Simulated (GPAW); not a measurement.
# GaN (F-43m) in GPAW: further runs, part 2 of 2

GPAW 26.7.0. The steps go on from the part before.

**5. Dielectric tensor, PBEsol**

run.py

```python
import numpy as np
from ase.dft.bandgap import bandgap
from ase.io import read, write
from gpaw import GPAW, PW, setup_paths
from gpaw.response.df import DielectricFunction

setup_paths.insert(0, '.')

atoms = read('POSCAR')

calc = GPAW(mode=PW(600),
            xc='PBEsol',
            kpts={'size': (8, 8, 8), 'gamma': True},
            occupations={'name': 'fermi-dirac', 'width': 0.001},
            nbands=11,
            convergence={'density': 1e-06},
            maxiter=150,
            txt='gpaw.txt')
atoms.calc = calc
energy = atoms.get_potential_energy()
calc.write('gs.gpw')
write('result.traj', atoms)
print(f'Energy: {energy:.6f} eV')
print('Fermi level:', round(calc.get_fermi_level(), 4), 'eV')
print(f'Gap: {bandgap(calc)[0]:.4f} eV, direct: {bandgap(calc, direct=True)[0]:.4f} eV')

for size in [(26, 26, 26)]:
    name = 'x'.join(str(n) for n in size)
    dense = calc.fixed_density(kpts={'size': size, 'gamma': True},
                               nbands=30, convergence={'bands': 24, 'eigenstates': 1e-7},
                               update_fermi_level=True, txt=f'dense-{name}.txt')
    dense.write(f'{name}.gpw', mode='all')
    df = DielectricFunction(f'{name}.gpw', frequencies=np.array([0.0]), hilbert=False, eta=0.001,
                            ecut=80, nbands=24, intraband=False, txt=f'df-{name}.txt')
    for xc in ['RPA']:
        for direction in ['x', 'y', 'z', [0, 1, 1], [1, 0, 1], [1, 1, 0]]:
            e0, e = df.get_macroscopic_dielectric_constant(xc=xc, direction=direction)
            print(f'{name} {xc} {direction}: {e0:.4f} without, {e:.4f} with local fields')
```

POSCAR

```
GaN
1.0
    0.0000000000      2.2535006075      2.2535006075
    2.2535006075      0.0000000000      2.2535006075
    2.2535006075      2.2535006075      0.0000000000
Ga N
1 1
Direct
    0.0000000000      0.0000000000      0.0000000000
    0.2500000000      0.2500000000      0.2500000000
```

Potentials or basis: PAW data sets generated in the run's folder for this functional, pw.

On the command line:

```sh
$ gpaw-setup -f PBEsol Ga N
$ OMP_NUM_THREADS=1 python run.py
```

gpaw.txt:

```text
__  _  _
 | _ |_)|_||  |
 |__||  | ||/\| - 26.7.0

Input parameters:
  mode=PW(ecut=600.0),
  convergence={'density': 1e-06},
  kpts=MonkhorstPack(size=(8, 8, 8), gamma=True),
  maxiter=150,
  nbands=11,
  occupations=Occupations(name='fermi-dirac', width=0.001),
  xc=XC(name='PBEsol')

Diagonalizing LCAO Hamiltonian
Converting LCAO to pw mode

           N
       Ga

Atoms  # Å, Bohr magnetons
|   | symbol |        x |        y |        z |    initial magnetic moments |
|---|--------|----------|----------|----------|-----------------------------|
| 0 |     Ga | 0.000000 | 0.000000 | 0.000000 | ( 0.0000,  0.0000,  0.0000) |
| 1 |      N | 1.126750 | 1.126750 | 1.126750 | ( 0.0000,  0.0000,  0.0000) |

Unit cell  # Å
| periodic |        x |        y |        z |  lengths |    angles |
|----------|----------|----------|----------|----------|-----------|
|      yes | 0.000000 | 2.253501 | 2.253501 | 3.186931 | 60.000000 |
|      yes | 2.253501 | 0.000000 | 2.253501 | 3.186931 | 60.000000 |
|      yes | 2.253501 | 2.253501 | 0.000000 | 3.186931 | 60.000000 |

Number of symmetries: 24
Symmetry operations  # r_c * U_cc + t_c -> r_c
|    | kind |            matrix            |
|----|------|------------------------------|
|  0 |  E   |  1, 0, 0,  0, 1, 0,  0, 0, 1 |
|  1 |  σ   |  1, 0, 0,  0, 0, 1,  0, 1, 0 |
|  2 |  σ   |  1, 0,-1,  0, 1,-1,  0, 0,-1 |
|  3 |  C3  |  1, 0,-1,  0, 0,-1,  0, 1,-1 |
|  4 |  C3  |  1,-1, 0,  0,-1, 1,  0,-1, 0 |
|  5 |  σ   |  1,-1, 0,  0,-1, 0,  0,-1, 1 |
|  6 |  σ   |  0, 1, 0,  1, 0, 0,  0, 0, 1 |
|  7 |  C3  |  0, 1, 0,  0, 0, 1,  1, 0, 0 |
|  8 |  C2  |  0, 1,-1,  1, 0,-1,  0, 0,-1 |
|  9 |  S4  |  0, 1,-1,  0, 0,-1,  1, 0,-1 |
| 10 |  C3  |  0, 0, 1,  1, 0, 0,  0, 1, 0 |
| 11 |  σ   |  0, 0, 1,  0, 1, 0,  1, 0, 0 |
| 12 |  S4  |  0, 0,-1,  1, 0,-1,  0, 1,-1 |
| 13 |  C3  |  0, 0,-1,  0, 1,-1,  1, 0,-1 |
| 14 |  S4  |  0,-1, 1,  1,-1, 0,  0,-1, 0 |
| 15 |  C2  |  0,-1, 1,  0,-1, 0,  1,-1, 0 |
| 16 |  C3  |  0,-1, 0,  1,-1, 0,  0,-1, 1 |
| 17 |  S4  |  0,-1, 0,  0,-1, 1,  1,-1, 0 |
| 18 |  S4  | -1, 1, 0, -1, 0, 1, -1, 0, 0 |
| 19 |  C3  | -1, 1, 0, -1, 0, 0, -1, 0, 1 |
| 20 |  C3  | -1, 0, 1, -1, 1, 0, -1, 0, 0 |
| 21 |  S4  | -1, 0, 1, -1, 0, 0, -1, 1, 0 |
| 22 |  σ   | -1, 0, 0, -1, 1, 0, -1, 0, 1 |
| 23 |  C2  | -1, 0, 0, -1, 0, 1, -1, 1, 0 |

BZ-sampling:
  Number of BZ points: 512
  Number of IBZ points: 29

  Monkhorst-Pack size: [8, 8, 8]
  Monkhorst-Pack shift: [0.0625, 0.0625, 0.0625]

K-points  # in reciprocal-cell coordinates
|     |                                coordinates |     weight |
|-----|--------------------------------------------|------------|
[... 63 lines left out ...]
    Z:       7.0
    valence: 5
    core:    2
    charge:  0.0  # [|e|]
    compensation charges:
      type: gauss
      rc: 0.18  # [Å]
      lmax: 2
    cutoffs:
      filter: 1.11  # [Å]
      core: 0.96  # [Å]
    projectors
    | kind |    occ | energy [eV] | rcut [Å] |
    |------|--------|-------------|----------|
    |   2s |  2.000 |     -18.455 |    0.603 |
    |   2p |  3.000 |      -7.035 |    0.529 |
    |    s |        |       8.756 |    0.603 |
    |    p |        |      20.177 |    0.529 |
    |    d |        |       0.000 |    0.577 |

    Using partial waves for N as LCAO basis

Reference energy: -54320.405483  # eV

eigensolver:
  PPCG
  Converge bands: occupied
  niter=2

density mixing:
  MSR1-Mixer
  Pratt-step length: 0.05
  Maximum mixing coefficient: 0.75
  Old densities: 10
  SVD Regularization: 0.005
  Good broyden scale: 1.0
  Trust region scale: 1.0
  Backstep threshold: 4.0
  History deletion threshold: 6.0
  Fourier metric: weight=20.0, sigma=0.015

occupation numbers:
  Fermi-Dirac:
    width: 0.0010  # eV

poisson solver:
  ecut: 4800.0  # eV

xc functional:
  name: PBEsol with 2 nearest neighbor stencil

convergence criteria:
- Maximum integral of absolute [dens]ity change: 1e-06 electrons / valence electron
- Maximum [total energy] change in last 3 cyles: 0.0005 eV / valence electron
- Maximum integral of absolute [eigenst]ate change: 4e-08 eV^2 / valence electron
maximum number of iterations: 150

SCF iterations
|iter     | |      energy | eigst |  dens |
|---------|-|-------------|-------|-------|
|iter:   1| |  -14.499687 | -0.32 |       |
|iter:   2| |  -14.058461 | -2.09 | -0.58 |
|iter:   3| |  -12.858925 | -0.75 | -0.64 |
|iter:   4| |  -12.853256 | -3.21 | -1.31 |
|iter:   5| |  -12.852101 | -3.53 | -1.59 |
|iter:   6| |  -12.852117c| -5.68 | -2.87 |
|iter:   7| |  -12.852125c| -6.40 | -3.21 |
|iter:   8| |  -12.852125c| -7.53c| -4.42 |
|iter:   9| |  -12.852125c| -8.29c| -5.05 |
|iter:  10| |  -12.852125c| -9.48c| -5.91 |
|iter:  11| |  -12.852125c|-10.29c| -6.53c|

Converged in 11 steps
Energy contributions relative to reference atoms: (reference = -54320.405483)

Energy contributions:
  Kinetic:          32.423679
  Coulomb:         -28.398394
  Zero:              0.049849
  External:          0.000000
  Xc:              -16.927260
  Entropy:          -0.000000
  Spinorbit:         0.000000
  ----------------------------
  Free energy:     -12.852125
  Extrapolated:    -12.852125

dipole moment: (-12.616193, -12.616193, -12.616193)  # |e|*Ang

Fermi level: 6.288
Eigenvalues  # (at kpt = [0.000, 0.000, 0.000])
| band index |      eig [eV] | occ [0-2] |
|------------|---------------|-----------|
|          0 |        -9.615 |     2.000 |
|          1 |         6.268 |     2.000 |
|          2 |         6.268 |     2.000 |
|          3 |         6.268 |     2.000 |
|          4 |         8.025 |     0.000 |
|          5 |        16.557 |     0.000 |
|          6 |        16.557 |     0.000 |
|          7 |        16.557 |     0.000 |
|          8 |        23.743 |     0.000 |
|          9 |        24.550 |     0.000 |
|         10 |        24.558 |     0.000 |

Gap: 1.757 eV
Transition (v -> c):
  (s=0, k=0, n=3, [0.00, 0.00, 0.00]) -> (s=0, k=0, n=4, [0.00, 0.00, 0.00])
No difference between direct/indirect transitions
# Writing to gs.gpw (mode='')
```

df-26x26x26.txt:

```text
FrequencyGridDescriptor(from 0.000 to 0.000 eV, 1 points)
FrequencyGridDescriptor(from 0.000 to 0.000 eV, 1 points)

Calculating chi0 body with:
    Ground state adapter containing:
    Number of spins: 1
    Number of kpoints: 17576
    Number of irreducible kpoints: 511
    Number of completely occupied states: 4
    Number of partially occupied states: 4

    Linear response parametrization:
    q_c: [0.0, 0.0, 0.0]
    Number of frequency points: 1
    Planewave cutoff: 80.0
    Number of bands: 24
    Number of planewaves: 27
    Broadening (eta): 0.001

Integrating chi0 body.

Symmetries of q_c:
    Direct symmetries (Uq -> q): 24
    Indirect symmetries (TUq -> q): 24
In total 48 allowed symmetries.

Integral kind: response function

Calculating chi0 optical extensions with:
    Ground state adapter containing:
    Number of spins: 1
    Number of kpoints: 17576
    Number of irreducible kpoints: 511
    Number of completely occupied states: 4
    Number of partially occupied states: 4

    Linear response parametrization:
    Number of frequency points: 1
    Planewave cutoff: 80.0
    Number of bands: 24
    Number of planewaves: 27
    Broadening (eta): 0.001
Integrating chi0 head and wings.

Symmetries of q_c:
    Direct symmetries (Uq -> q): 24
    Indirect symmetries (TUq -> q): 24
In total 48 allowed symmetries.

Integral kind: response function wings

Finished calculating chi0
```

Wall time 3 min (1 thread of Arm Neoverse V1, shared host); peak memory 0.58 GiB.

Results:

| Quantity | Value |
| --- | --- |
| Free energy | -12.8521 eV |
| Band gap on the k mesh | 1.76 eV, direct |
| Electronic dielectric tensor (diagonal) | 5.71 |

Electronic dielectric tensor:
```
5.71 0.00 0.00
0.00 5.71 0.00
0.00 0.00 5.71
```

Caveat: the long-wavelength limit can be off by a per cent or two.

**6. Summary**

| level | potentials or basis | gap on the mesh (eV) |
| --- | --- | --- |
| LDA | the program's PAW data sets (release 1.2.1) made for this functional, pw | 1.84 |
| AM05 | PAW data sets generated in the run's folder for this functional, pw | 1.84 |
| RPBE | the program's PAW data sets (release 1.2.1) made for this functional, pw | 1.83 |
| PBEsol | PAW data sets generated in the run's folder for this functional, pw | 1.76 |

Alike in all rows: task dielectric tensor; no spin polarisation; cell as given; k mesh 8 × 8 × 8; cutoff (eV) 600; smearing fermi-dirac 0.001 eV.

Caveats: the long-wavelength limit can be off by a per cent or two.

Absolute energies hang on the potentials; compare differences alone.

**7. How close it comes**

Step 2. Against the measured gap of GaN, 3.299 eV (direct; 0 K; a printed reference work, textbook), the calculated 1.84 eV is off by -1.46 eV. Spin-orbit coupling on Ga is left out. The value is that of LDA on a finite k mesh, which can miss the band edges, without temperature or zero-point motion. Semilocal functionals fall short of measured gaps as a rule. The cell is a database's relaxed one, not the measured one, which moves gaps too.

Step 3. A measured gap of GaN is 3.299 eV (direct; 0 K; a printed reference work, textbook); the calculated 1.84 eV misses it by -1.46 eV. Spin-orbit coupling on Ga is left out. The value is that of AM05 on a finite k mesh, which can miss the band edges, without temperature or zero-point motion. Semilocal functionals fall short of measured gaps as a rule. The cell is a database's relaxed one, not the measured one, which moves gaps too.

Step 4. Measured gap of GaN: 3.299 eV (direct; 0 K; a printed reference work, textbook). This calculation gives 1.83 eV (-1.47 eV). Spin-orbit coupling on Ga is left out. The value is that of RPBE on a finite k mesh, which can miss the band edges, without temperature or zero-point motion. Semilocal functionals fall short of measured gaps as a rule. The cell is a database's relaxed one, not the measured one, which moves gaps too.

Step 5. A measured gap of GaN is 3.299 eV (direct; 0 K; a printed reference work, textbook); the calculated 1.76 eV misses it by -1.54 eV. Spin-orbit coupling on Ga is left out. The value is that of PBEsol on a finite k mesh, which can miss the band edges, without temperature or zero-point motion. Semilocal functionals fall short of measured gaps as a rule. The cell is a database's relaxed one, not the measured one, which moves gaps too.
